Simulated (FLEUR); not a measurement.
RbCl:

```xyz
2
Lattice="0.0000 3.2740 3.2740 3.2740 0.0000 3.2740 3.2740 3.2740 0.0000" Properties=species:S:1:pos:R:3 pbc="T T T"
Rb    0.0000    0.0000    0.0000
Cl    3.2740    3.2740    3.2740
```

Base run:

```yaml
Program: FLEUR MaX-R8.1 (later development tree)
Functional: PBEsol
Potentials_or_basis: all-electron
Basis: FLAPW
Kmax: 4.1 1/bohr
k_mesh: 7 × 7 × 7
Occupations: fermi-dirac, width 0.05 eV
Spin: no spin polarisation
```

Its results: band gap on the k mesh 4.89 eV, direct.

Problem. The run is repeated on the same cell with these changes: functional from PBEsol to LDA. What comes out?

Solution. Band gap on the k mesh 4.60 eV, direct.

Caveats: an odd mesh through Γ misses points on the zone boundary, where band edges often lie (some runs).
